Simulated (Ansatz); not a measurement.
ZrSe2:

```
Zr Se
1.0
     3.79800    0.00000    0.00000
    -1.89900    3.28916    0.00000
     0.00000    0.00000    6.19200
Zr Se
1 2
Direct
  0.00000 0.00000 0.00000
  0.66667 0.33333 0.75000
  0.33333 0.66667 0.25000
```

Base run:

* Program: Ansatz 0.2.0
* Functional: PBEsol
* Potentials or basis: all-electron LAPW, scalar-relativistic
* Cutoff: 216 eV (chosen from the basis error)
* Basis error allowed: 0.002 eV/atom
* k mesh: 8 × 8 × 5
* Occupations: fermi-dirac, width 0.05 eV
* Spin: no spin polarisation
* Hubbard terms: Zr d U = 4 eV

Its results: band gap on the k mesh 1.02 eV, indirect (least direct gap 1.70 eV); pressure 2.4 GPa; largest force 0.328 eV/Å.

Problem. After a change of settings the same cell gave: band gap on the k mesh 2.17 eV, indirect (least direct gap 2.75 eV); pressure 6.7 GPa; largest force 0.657 eV/Å. Which change was it?
A. hubbard terms from Zr d U = 4 eV to none
B. hubbard terms from Zr d U = 4 eV to Zr d U = 8 eV
C. hubbard terms from Zr d U = 4 eV to Zr d U = 6 eV

Solution. B.

Caveats: U is the effective U less J, on atomic orbitals that reach past the spheres; an odd mesh through Γ misses points on the zone boundary, where band edges often lie; this functional lacks dispersion, which binds the layers, so the pressure and a relaxed spacing across them are unreliable; the density of states is complete only up to the lowest level of the last band computed.

Runs at the PBE level aren't shown here.
